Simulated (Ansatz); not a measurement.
**Bi under changes of volume**

One of the cells (34.026 Å³/atom); the others are scaled copies at fixed shape and fractional positions:

```xyz
2
Lattice="3.4886 -3.1326 0.0000 3.4886 3.1326 0.0000 -1.2602 0.0000 3.1136" Properties=species:S:1:pos:R:3 pbc="T T T"
Bi    4.1738    0.0000    2.6695
Bi    1.5432    0.0000    0.4440
```

This isn't the form of Bi at room conditions, which is rhombohedral.

| Quantity | Value |
| --- | --- |
| Program | Ansatz 0.2.0 |
| Functional | PBEsol |
| Potentials or basis | Ansatz PAW |
| Cutoff | 420 eV (not typed: the program's choice for these potentials) |
| k mesh | 6 × 6 × 9 |
| Occupations | fermi-dirac, width 0.05 eV |
| Spin | no spin polarisation |

| volume (Å³/atom) | energy over the lowest point (meV/atom) | pressure (GPa) | largest force (eV/Å) |
| --- | --- | --- | --- |
| 31.984 | 0.40 | 0.7 | 0.031 |
| 32.665 | 0.00 | -0.5 | 0.007 |
| 33.345 | 4.34 | -1.5 | 0.032 |
| 34.026 | 12.87 | -2.5 | 0.059 |
| 34.706 | 25.14 | -3.3 | 0.085 |
| 35.387 | 40.71 | -4.0 | 0.110 |
| 36.067 | ? | ? | ? |

Question: What does the run at 36.067 Å³/atom give?

Answer: Energy over the lowest point 59.22 meV/atom; pressure -4.7 GPa; largest force 0.133 eV/Å.

Worked out: A Birch-Murnaghan fit of order 3 (a polynomial in V^(-2/3)) to the other rows has its minimum at 32.38 Å³/atom with B0 = V·E''(V) = 56 GPa and B' = 4.7 at fixed shape and positions, which overstates the stiffness. It gives 59.19 meV/atom at 36.067 Å³/atom, against the run's 59.22, and -dE/dV = -4.7 GPa, against -4.7.

Energies are extrapolated to zero smearing.

Caveats: the PAW data sets come from PBE, with cores solved anew for the run's functional, which leaves a small shift of forces and pressure.
